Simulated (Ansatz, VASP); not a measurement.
One calculation of KF, two programs

```
CELL_PARAMETERS angstrom
0.00000 2.65879 2.65879
2.65879 0.00000 2.65879
2.65879 2.65879 0.00000
ATOMIC_POSITIONS crystal
K 0.00000 0.00000 0.00000
F 0.50000 0.50000 0.50000
```

Alike in both runs: functional r2SCAN; k mesh 8 × 8 × 8; occupations gaussian, width 0.02 eV; no spin polarisation.

Ansatz relaxed the structure, and its values are those at the end. VASP's run is a single point on that final structure, the one shown.

|  | VASP | Ansatz |
| --- | --- | --- |
| version | VASP 6.6.1 | Ansatz 0.2.0 |
| potentials or method | VASP PAW PBE potentials, release 64 (K_sv, F) | scalar-relativistic, plane waves, PAW |
| plane-wave cutoff (eV) | 520 | 500 |
| valence electrons in the cell | 16 | 16 |

|  | VASP | Ansatz | Ansatz less VASP |
| --- | --- | --- | --- |
| gap on the k mesh at the Fermi level (eV) | 6.91 | 6.91 | +0.001 |
| least direct gap on the mesh (eV) | 6.91 | 6.91 | +0.001 |
| pressure (GPa) | 0.0 | 0.0 | +0.04 |

Caveats: the PAW data sets were made with another functional, which shifts forces and pressure a little (VASP). r2SCAN opens gaps a little over a GGA but as a rule still falls short of measured ones. A k mesh can miss the band edges.
